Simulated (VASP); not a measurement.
A run of VASP 6.6.1 is set up as follows.

File run.py:

```python
from ase.calculators.vasp import Vasp
from ase.dft.bandgap import bandgap
from ase.io import read

atoms = read('GaSb.cif')
calc = Vasp(
    directory='calc',
    xc='pbe',
    pp='PBE',
    setups='recommended',
    prec='Accurate',
    encut=520,
    ediff=1e-07,
    ismear=0,
    sigma=0.05,
    lreal=False,
    lasph=True,
    nelm=60,
    algo='Normal',
    isif=2,
    lwave=False,
    lcharg=False,
    kpts=[8, 8, 8],
    gamma=True,
    nbands=16,
)
atoms.calc = calc

print('energy (eV):', atoms.get_potential_energy())
print('free energy (eV):', atoms.get_potential_energy(force_consistent=True))
print('forces (eV/A):')
print(atoms.get_forces())
print('stress (eV/A^3, Voigt):', atoms.get_stress())
print('Fermi level (eV):', calc.get_fermi_level())
gap, top, bottom = bandgap(calc)
print('band gap (eV):', gap, 'from (spin, k, band)', top, 'to', bottom)
```

File GaSb.cif:

```cif
data_GaSb
_cell_length_a 4.32607929
_cell_length_b 4.32607929
_cell_length_c 4.32607929
_cell_angle_alpha 60.00000000
_cell_angle_beta 60.00000000
_cell_angle_gamma 60.00000000
_space_group_name_H-M_alt 'P1'
_space_group_name_Hall 'P 1'
_space_group_IT_number 1
loop_
_space_group_symop_operation_xyz
'x,y,z'
loop_
_atom_site_label
_atom_site_type_symbol
_atom_site_symmetry_multiplicity
_atom_site_Wyckoff_symbol
_atom_site_fract_x
_atom_site_fract_y
_atom_site_fract_z
_atom_site_occupancy
Sb1 Sb 1 a 0.7500000000 0.7500000000 0.7500000000 1
Ga1 Ga 1 a 0.0000000000 0.0000000000 0.0000000000 1
```

Potentials or basis: VASP PAW PBE potentials, release 64 (Sb, Ga_d).

Command:

```sh
$ python run.py
```

Problem. Predict the pressure.

Solution. 2.4 GPa.

Problem. Estimate the band gap on the k mesh.

Solution. 0.04 eV, direct.

Caveat: spin-orbit coupling is left out, which moves the levels of the heavy elements.

**The experiment to reproduce.**

From a printed reference work, data compilation, for a bulk crystal of GaSb at 4.2 K: band gap 0.811 eV (direct).

Against the measured gap of GaSb, 0.811 eV (direct; 4.2 K; a printed reference work, data compilation), the calculated 0.04 eV is off by -0.77 eV. Spin-orbit coupling on Ga, Sb is left out. The value is that of PBE on a finite k mesh, which can miss the band edges, without temperature or zero-point motion. Semilocal functionals fall short of measured gaps as a rule.
